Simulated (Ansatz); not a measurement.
**CoO: single point with PBE**

The system is CoO.

```xyz
2
Lattice="0.0000 2.1315 2.1315 2.1315 0.0000 2.1315 2.1315 2.1315 0.0000" Properties=species:S:1:pos:R:3 pbc="T T T"
Co    0.0000    0.0000    0.0000
O     2.1315    2.1315    2.1315
```

```json
{"Program": "Ansatz 0.2.0", "Task": "single point", "Functional": "PBE", "Potentials or basis": "Ansatz PAW", "Cutoff": "420 eV (not typed: the program's choice for these potentials)", "k mesh": "11 × 11 × 11", "Occupations": "gaussian, width 0.017 eV", "Spin": "collinear spin, ferromagnetic start", "Starting moments": "[2.0, 0.0] μB"}
```

```json
{
  "Pressure": "-1.6 GPa",
  "Band gap on the k mesh": "none (metal or under the smearing width)",
  "Net moment": "2.99 μB per cell",
  "Absolute moment": "3.00 μB per cell",
  "Site moments": "Co +2.53; O +0.34 μB"
}
```

Levels at points of the mesh, in eV from the Fermi level:
Spin up:
| k point | band 11 | band 12 | band 13 | band 14 | band 15 | band 16 |
| --- | --- | --- | --- | --- | --- | --- |
| (0.00, 0.00, 0.00) | -3.14 | -3.14 | -3.14 | 0.87 | 16.70 | 17.96 |
Spin down:
```tsv
k point	band 6	band 7	band 8	band 9	band 10	band 11	band 12	band 13	band 14	band 15
(0.00, 0.00, 0.00)	-2.59	-2.59	-2.59	-1.11	-1.11	-1.11	0.07	0.07	1.43	16.60
```

Wall time 2.3 s on 2 threads of Intel(R) Xeon(R) Platinum 8488C (Sapphire Rapids), with other jobs on the host, peak memory 0.37 GiB.

Caveat: the pressure holds a Pulay correction of +0.7 GPa for the finite cutoff; a cell with one magnetic atom can't hold antiferromagnetic order, which such compounds often take; semilocal functionals often make such compounds metallic where correlation or magnetic order opens a gap, which also shifts bond lengths. With open d or f shells a metallic result of PBE can be an artefact of self-interaction; +U or a hybrid may open a gap.
